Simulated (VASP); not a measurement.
# CsSnI3: Cs into a neighbouring Cs vacancy, part 3 of 4

Aim: the barrier for one hop in CsSnI3: Cs into a neighbouring Cs vacancy. The start is a cell from a database of measured crystal structures.

VASP 6.6.1; PBE; plane waves and PAW (Cs_sv, I, Sn).

So far. Step 2 (Relax the host): The run ended after 3 ionic steps, 0.002 eV below its first step, once forces and stress met EDIFFG = -0.02. Step 3 (Relax the start): The run ended after 10 ionic steps, 0.081 eV below its first step, once the forces on the free atoms met EDIFFG = -0.05.

The database entry behind the starting cell lists a temperature of 500 K, so it need not match the best structure at ambient conditions.

## 4. Relax the end

The end state is relaxed in the same way, so that both ends share their errors.

This cell carries charge -1, set by NELECT and balanced by a uniform background.

INCAR reads:

```
SYSTEM = Cs3Sn4I12
PREC = Normal
ENCUT = 280
EDIFF = 1E-05
NELM = 120
ISMEAR = 0
SIGMA = 0.05
LREAL = Auto
ALGO = Fast
GGA = PE
NELECT = 128
NBANDS = 83
LORBIT = 11
LWAVE = .FALSE.
LCHARG = .FALSE.
NCORE = 3
LASPH = .TRUE.
IBRION = 2
NSW = 60
ISIF = 2
EDIFFG = -0.05
POTIM = 0.4
MAXMIX = 40
ISYM = 0
```

POSCAR reads:

```
Cs3Sn4I12
1.0
   -6.2299366195      6.2299366195      6.2299366195
    6.2299366195     -6.2299366195      6.2299366195
    6.2299366195      6.2299366195     -6.2299366195
Cs I Sn
3 12 4
Direct
   -0.0025082893     -0.0005360615     -0.0020366376
    0.4988613098     -0.0014897196      0.5005247142
   -0.0004288408      0.4974732927      0.4985428608
    0.2485725893      0.2477314669      0.5015971673
    0.7514881694      0.7499307558      0.5023740773
    0.7516142866      0.2491053391     -0.0000940150
    0.2470673313      0.7490594845      0.0008839052
    0.2505288909      0.5010679291      0.2491077936
    0.7454638185     -0.0016076090      0.2476930481
    0.7500634383      0.5003909280      0.7525097431
    0.2514670741      0.0007501770      0.7507135301
    0.5002594846      0.2512542886      0.2518182012
   -0.0019183365      0.7459715443      0.2512791378
   -0.0022349326      0.2474895342      0.7498304072
    0.5003389501      0.7519185723      0.7494888112
    0.5030305234      0.5017548357      0.5008724987
   -0.0038363790     -0.0018160523      0.4992089943
   -0.0012838929      0.5017091974      0.0026358084
    0.5010605741      0.0015993732     -0.0000756898
```

KPOINTS reads:

```
Automatic mesh
0
Gamma
2 2 2
0 0 0
```

PAW data sets: Cs_sv, I and Sn (PBE family, release 64).

On the command line:

```bash
$ mpirun -np 3 vasp_std
```

Output:

```text
[... set-up lines as in an earlier step ...]
 entering main loop
       N       E                     dE             d eps       ncg     rms          rms(c)
DAV:   1     0.654634697049E+03    0.65463E+03   -0.32591E+04  1328   0.747E+02
DAV:   2     0.213970190670E+02   -0.63324E+03   -0.61361E+03  1743   0.164E+02
DAV:   3    -0.495510679159E+02   -0.70948E+02   -0.70430E+02  1600   0.623E+01
DAV:   4    -0.517587880967E+02   -0.22077E+01   -0.22035E+01  1760   0.130E+01
DAV:   5    -0.517946623156E+02   -0.35874E-01   -0.35855E-01  1680   0.170E+00BRMIX: very serious problems
 the old and the new charge density differ
 old charge density:   127.00000 new  128.00000
    0.832E+00
RMM:   6    -0.505079907911E+02    0.12867E+01   -0.18707E+00  1328   0.227E+00    0.507E+00
RMM:   7    -0.504193239348E+02    0.88667E-01   -0.18786E+00  1328   0.232E+00    0.202E+00
RMM:   8    -0.504194653409E+02   -0.14141E-03   -0.16845E-01  1328   0.931E-01    0.292E-01
RMM:   9    -0.504203214035E+02   -0.85606E-03   -0.29118E-02  1419   0.362E-01    0.258E-01
RMM:  10    -0.504210172027E+02   -0.69580E-03   -0.49768E-03  1378   0.177E-01    0.585E-02
RMM:  11    -0.504211678194E+02   -0.15062E-03   -0.12059E-03  1434   0.858E-02    0.460E-02
RMM:  12    -0.504211870508E+02   -0.19231E-04   -0.23043E-04  1476   0.355E-02    0.411E-02
RMM:  13    -0.504211855251E+02    0.15257E-05   -0.20318E-05   901   0.124E-02
   1 F= -.50421186E+02 E0= -.50421185E+02  d E =-.504212E+02
 curvature:   0.00 expect dE= 0.000E+00 dE for cont linesearch  0.000E+00
 trial: gam= 0.00000 g(F)=  0.733E-02 g(S)=  0.000E+00 ort = 0.000E+00 (trialstep = 0.100E+01)
 search vector abs. value=  0.733E-02
 bond charge predicted
       N       E                     dE             d eps       ncg     rms          rms(c)
DAV:   1    -0.504273789778E+02   -0.61919E-02   -0.17722E-01  1725   0.907E-01    0.182E-01
RMM:   2    -0.504280724711E+02   -0.69349E-03   -0.85782E-03  1329   0.233E-01    0.849E-02
RMM:   3    -0.504281571052E+02   -0.84634E-04   -0.92019E-04  1321   0.879E-02    0.436E-02
RMM:   4    -0.504281560120E+02    0.10932E-05   -0.19746E-04  1316   0.406E-02    0.235E-02
RMM:   5    -0.504281519875E+02    0.40244E-05   -0.55688E-05  1146   0.198E-02
   2 F= -.50428152E+02 E0= -.50428152E+02  d E =-.696646E-02
[...]
3 F= -.50444421E+02 E0= -.50444421E+02  d E =-.232353E-01
[...]
4 F= -.50458239E+02 E0= -.50458239E+02  d E =-.370538E-01
[...]
5 F= -.50469974E+02 E0= -.50469974E+02  d E =-.117343E-01
[...]
6 F= -.50491237E+02 E0= -.50491237E+02  d E =-.329975E-01
[...]
7 F= -.50470558E+02 E0= -.50470558E+02  d E =-.123190E-01
[...]
8 F= -.50494060E+02 E0= -.50494060E+02  d E =-.358208E-01
 curvature:  -1.38 expect dE=-0.259E-02 dE for cont linesearch -0.831E-08
 trial: gam= 0.33954 g(F)=  0.187E-02 g(S)=  0.000E+00 ort =-0.673E-05 (trialstep = 0.520E+01)
 search vector abs. value=  0.274E-02
 bond charge predicted
       N       E                     dE             d eps       ncg     rms          rms(c)
DAV:   1    -0.504919089770E+02    0.21598E-02   -0.17767E+00  1444   0.294E+00    0.594E-01
RMM:   2    -0.505240696072E+02   -0.32161E-01   -0.15446E-01  1328   0.877E-01    0.302E+00
RMM:   3    -0.505017062758E+02    0.22363E-01   -0.46487E-02  1329   0.467E-01    0.127E+00
RMM:   4    -0.504993111957E+02    0.23951E-02   -0.16736E-02  1329   0.265E-01    0.452E-01
RMM:   5    -0.504992616617E+02    0.49534E-04   -0.27812E-03  1338   0.128E-01    0.183E-01
RMM:   6    -0.504993272308E+02   -0.65569E-04   -0.19988E-03  1303   0.925E-02    0.776E-02
RMM:   7    -0.504993274272E+02   -0.19644E-06   -0.27892E-04  1306   0.478E-02    0.406E-02
RMM:   8    -0.504993134515E+02    0.13976E-04   -0.75128E-05  1179   0.239E-02    0.509E-02
RMM:   9    -0.504992968256E+02    0.16626E-04   -0.45223E-05  1097   0.149E-02    0.441E-02
RMM:  10    -0.504992958986E+02    0.92693E-06   -0.43033E-05  1085   0.126E-02
   9 F= -.50499296E+02 E0= -.50499296E+02  d E =-.523579E-02
 trial-energy change:   -0.005236  1 .order   -0.005402   -0.009737   -0.001067
 step:   5.9407(harm=  5.8438)  dis= 0.01869  next Energy=   -50.499371 (dE=-0.531E-02)
 reached required accuracy - stopping structural energy minimisation
```

Elapsed: 14 min, on 3 MPI ranks of AMD EPYC 7R43, shared host; peak memory 0.6 GiB; 41 min of CPU time.

Parts of OUTCAR (step 4):

```text
NELECT = 128

 ion  position               nearest neighbor table
   1  0.997  0.999  0.998-
   2  0.499  0.999  0.501-
   3  1.000  0.497  0.499-
   4  0.249  0.248  0.502-  17 3.11  16 3.17
   5  0.751  0.750  0.502-  16 3.08  17 3.09
   6  0.752  0.249  1.000-  18 3.10  19 3.10
   7  0.247  0.749  0.001-  18 3.10  19 3.16
   8  0.251  0.501  0.249-  18 3.11  16 3.14
   9  0.745  0.998  0.248-  19 3.09  17 3.13
  10  0.750  0.500  0.753-  18 3.10  16 3.12
  11  0.251  0.001  0.751-  19 3.10  17 3.14
  12  0.500  0.251  0.252-  16 3.10  19 3.13
  13  0.998  0.746  0.251-  18 3.07  17 3.13
  14  0.998  0.247  0.750-  17 3.10  18 3.15
  15  0.500  0.752  0.749-  19 3.11  16 3.12
  16  0.503  0.502  0.501-   5 3.08  12 3.10  10 3.12  15 3.12   8 3.14   4 3.17
  17  0.996  0.998  0.499-   5 3.09  14 3.10   4 3.11  13 3.13   9 3.13  11 3.14
  18  0.999  0.502  0.003-  13 3.07   6 3.10   7 3.10  10 3.10   8 3.11  14 3.15
  19  0.501  0.002  1.000-   9 3.09  11 3.10   6 3.10  15 3.11  12 3.13   7 3.16

 Found      8 irreducible k-points:

 E-fermi :   2.2028

 k-point     1 :       0.0000    0.0000    0.0000
  band No.  band energies     occupation
    ...
     60       0.4120      2.00000
     61       0.4228      2.00000
     62       1.2770      2.00000
     63       1.2847      2.00000
     64       1.2862      2.00000
     65       2.7232      0.00000
     66       2.7280      0.00000
     67       2.7328      0.00000
     68       2.9795      0.00000
     69       2.9837      0.00000
    ...

 k-point     2 :       0.5000    0.0000    0.0000
  band No.  band energies     occupation
    ...
     60       0.1472      2.00000
     61       0.2136      2.00000
     62       0.2333      2.00000
     63       0.7501      2.00000
     64       0.8388      2.00000
     65       2.8557      0.00000
     66       2.8774      0.00000
     67       4.3656      0.00000
     68       4.4290      0.00000
     69       4.4547      0.00000
    ...

  Total        9.6133249      9.6907838      9.6133342      0.0139389     -0.0061306      0.0088725
  in kB       15.9247757     16.0530888     15.9247911      0.0230902     -0.0101555      0.0146976
  external PRESSURE =      15.9675519 kB  Pullay stress =       0.0000000 kB

 POSITION                                       TOTAL-FORCE (eV/Angst)
 -----------------------------------------------------------------------------------
      6.22458      6.20345      6.22583        -0.002070      0.001750     -0.001770
      6.22929      0.00161      6.20814        -0.001346     -0.001239     -0.000048
     -0.02151      6.23246      6.22158         0.003708     -0.005975      0.000394
      3.03102      3.03726     -0.02005        -0.006623     -0.007827      0.011341
      3.19696      3.24108      6.21013        -0.009833      0.003399      0.012553
     -3.21503      3.23791      6.21835         0.002429      0.006484      0.014528
      3.21284     -3.20653      6.22062         0.005516     -0.002281     -0.003667
      3.19060     -0.00261      3.05351        -0.005130      0.006371     -0.000552
     -3.03220      6.22547      3.16527        -0.006515      0.001411     -0.006051
      3.06071      6.22781      3.17228         0.000320      0.004363     -0.006029
      9.26518     -0.00562      3.05020         0.005098      0.005550     -0.001387
      0.01018      3.21405      3.03044         0.000679      0.008779     -0.001451
      6.23095     -3.00493      3.14026         0.003745      0.005412     -0.002198
      0.00227      9.26274      3.00401        -0.001761      0.004918     -0.003316
      6.24124      3.01910      3.20214        -0.007650      0.003082     -0.014543
      3.12338      3.11297      3.11377         0.002723     -0.008301      0.014256
     -3.09910      9.32161      3.11765        -0.003037     -0.014486     -0.011948
      3.13209     -3.11976      3.12843         0.012478     -0.008003     -0.008058
      3.12474      9.31827     -3.10464         0.007268     -0.003407      0.007946
 -----------------------------------------------------------------------------------
    total drift:                                0.014748     -0.018691      0.000015

  FREE ENERGIE OF THE ION-ELECTRON SYSTEM (eV)
  ---------------------------------------------------
  free  energy   TOTEN  =       -50.4992958986 eV

  energy  without entropy=      -50.4992958985  energy(sigma->0) =      -50.49929590

 total charge
# of ion       s       p       d       tot
------------------------------------------
    1        1.844   4.720   0.014   6.578
    2        1.844   4.720   0.014   6.578
    3        1.844   4.720   0.014   6.578
    4        1.508   2.800   0.010   4.319
    5        1.508   2.800   0.010   4.319
    6        1.508   2.800   0.010   4.319
    7        1.508   2.800   0.010   4.319
    8        1.508   2.800   0.010   4.319
    9        1.508   2.800   0.010   4.319
   10        1.508   2.800   0.010   4.319
   11        1.509   2.800   0.010   4.319
   12        1.508   2.800   0.010   4.319
   13        1.508   2.800   0.010   4.319
   14        1.508   2.800   0.010   4.319
   15        1.508   2.801   0.010   4.320
   16        1.660   0.907   0.124   2.691
   17        1.660   0.908   0.124   2.692
   18        1.660   0.908   0.124   2.691
   19        1.660   0.908   0.124   2.692
--------------------------------------------------
tot         30.274  51.396   0.660  82.330

[... 6 parts as in an earlier step ...]

[... 5 further parts left out ...]
```

Relaxation path:

```tsv
step	energy less that of the first step (eV)	largest force (eV/Å)
1	0.0000	0.1417
2	-0.0070	0.1297
3	-0.0232	0.0923
4	-0.0371	0.1136
5	-0.0488	0.0902
6	-0.0701	0.0798
7	-0.0494	0.2306
8	-0.0729	0.0950
9	-0.0781	0.0190
```

The atoms that moved most (Å):

```tsv
atom	dx	dy	dz	length
I6	-0.084	0.108	-0.017	0.138
I4	-0.089	-0.093	0.013	0.129
I5	0.077	0.102	-0.014	0.128
I12	-0.007	0.094	-0.083	0.125
I7	0.080	-0.085	0.020	0.118
I14	0.005	-0.083	-0.082	0.117
I13	0.006	0.089	0.070	0.114
I9	0.079	0.028	0.074	0.112
```

The relaxed structure:

```xyz
19
Lattice="-6.2299 6.2299 6.2299 6.2299 -6.2299 6.2299 6.2299 6.2299 -6.2299" Properties=species:S:1:pos:R:3 pbc="T T T"
Cs   -0.0054   -0.0265   -0.0041
Cs   -0.0007    6.2315   -0.0218
Cs    6.2084    0.0025   -0.0084
I     3.0310    3.0373   -0.0200
I     3.1970    3.2411    6.2101
I    -3.2150    3.2379    6.2184
I     3.2128   -3.2065    6.2206
I     3.1906   -0.0026    3.0535
I    -3.0322    6.2255    3.1653
I     3.0607    6.2278    3.1723
I     3.0352    6.2243   -3.1797
I     0.0102    3.2141    3.0304
I     6.2310   -3.0049    3.1403
I     6.2322    3.0328   -3.2259
I     6.2412    3.0191    3.2021
Sn    3.1234    3.1130    3.1138
Sn    3.1308    3.0917   -3.1123
Sn    3.1321   -3.1198    3.1284
Sn   -3.1052    3.0883    3.1253
```

This step gave:

- free energy (TOTEN): -50.4993 eV
- Fermi energy: 2.203 eV
- gap on the k-mesh: 0.4316 eV
- least direct gap on the k-mesh: 0.4316 eV

The run ended after 9 ionic steps, 0.078 eV below its first step, once the forces on the free atoms met EDIFFG = -0.05.

[end of part 3 of 4]

[Lines on the potential files, build, host, timing and source positions are cut from VASP's logs without a mark.]

[Logs are printed without paths, hosts, clocks, repeated set-up lines and the standing remarks that a program may print on its own settings, such as how far it seeks lower states.]

[Hosts, paths, dates, database ids (printed as entryN), source tags and the programs' standing remarks are cut or masked in the printed files.]

[Runs that stopped without an error message from VASP are left out.]
